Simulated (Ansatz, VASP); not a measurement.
**Two plane-wave programs on ZnS (Wurtzite-2H)**

File INCAR:

```
PREC = Accurate ; ENCUT = 520
EDIFF = 1E-6 ; ISMEAR = -1
SIGMA = 0.05 ; LREAL = False
LASPH = True ; NELM = 80
ALGO = Normal ; ISIF = 2
LWAVE = False ; LCHARG = False
GGA = B5 ; ALDAX = 1.0
AGGAX = 1.0 ; AGGAC = 1.0
ALDAC = 0.0 ; IVDW = 12
VDW_S6 = 1.0 ; VDW_S8 = 2.6996
VDW_A1 = 0.4298 ; VDW_A2 = 4.2359
NBANDS = 26
```

Contents of KPOINTS:

```
regular mesh
0
Gamma
  8 8 5
```

File POSCAR:

```
ZnS
1.0
    3.8110000000      0.0000000000      0.0000000000
   -1.9055000000      3.3004228138      0.0000000000
    0.0000000000      0.0000000000      6.2340000000
Zn S
2 2
Direct
    0.6666666667      0.3333333333      0.5000000000
    0.3333333333      0.6666666667      0.0000000000
    0.6666666667      0.3333333333      0.8850000000
    0.3333333333      0.6666666667      0.3850000000
```

File input.yaml:

```yaml
crystal:
  lattice:
    - [3.811, 0.0, 0.0]
    - [-1.9055, 3.3004228138, 0.0]
    - [0.0, 0.0, 6.234]
  atoms:
    - { symbol: Zn, position: [0.6666666667, 0.3333333333, 0.5] }
    - { symbol: Zn, position: [0.3333333333, 0.6666666667, 0.0] }
    - { symbol: S, position: [0.6666666667, 0.3333333333, 0.885] }
    - { symbol: S, position: [0.3333333333, 0.6666666667, 0.385] }
hamiltonian:
  xc: blyp
  pseudopotentials: { kind: paw }
  dispersion: d3bj
kpoints:
  mp_grid: { grid: [8, 8, 5] }
scf:
  occupations: { method: fermi_dirac, width: 0.05 }
output:
  forces: true
  stress: true
  eigenvalues: true
  write_density: true
  write_potential: true
  elf: true
  volumetric_format: npy
```

Alike in both runs: task single point; functional BLYP; dispersion D3(BJ); k mesh 8 × 8 × 5; occupations fermi-dirac, width 0.05 eV; no spin polarisation.

|  | VASP | Ansatz |
| --- | --- | --- |
| version | VASP 6.6.1 | Ansatz 0.2.0 |
| potentials or method | VASP PAW PBE potentials, release 64 (Zn, S) | Ansatz PAW |
| plane-wave cutoff (eV) | 520 | 420 |
| valence electrons in the cell | 36 | 36 |

```csv
,VASP,Ansatz,Ansatz less VASP
gap on the k mesh at the Fermi level (eV),2.26,2.23,-0.034
least direct gap on the mesh (eV),2.26,2.23,-0.034
pressure (GPa),0.1,0.0,-0.14
largest component of the traceless stress (GPa),1.29,1.26,-0.024
rms of the force components (eV/Å),0.203,0.200,-0.0023
dispersion energy (meV/atom),-670.7,-670.7,-0.06
```

Atom by atom the forces differ by 0.002 eV/Å (rms over components).

Caveats: the PAW data sets were made with another functional, which shifts forces and pressure a little (VASP); odd divisions of the mesh miss points on the zone boundary, where band edges often lie, so the gap on the mesh can be too wide (Ansatz); the PAW data sets come from PBE, with cores solved anew for the run's functional, which leaves a small shift of forces and pressure (Ansatz). A hybrid or GW would open this gap; BLYP tends to underestimate it.
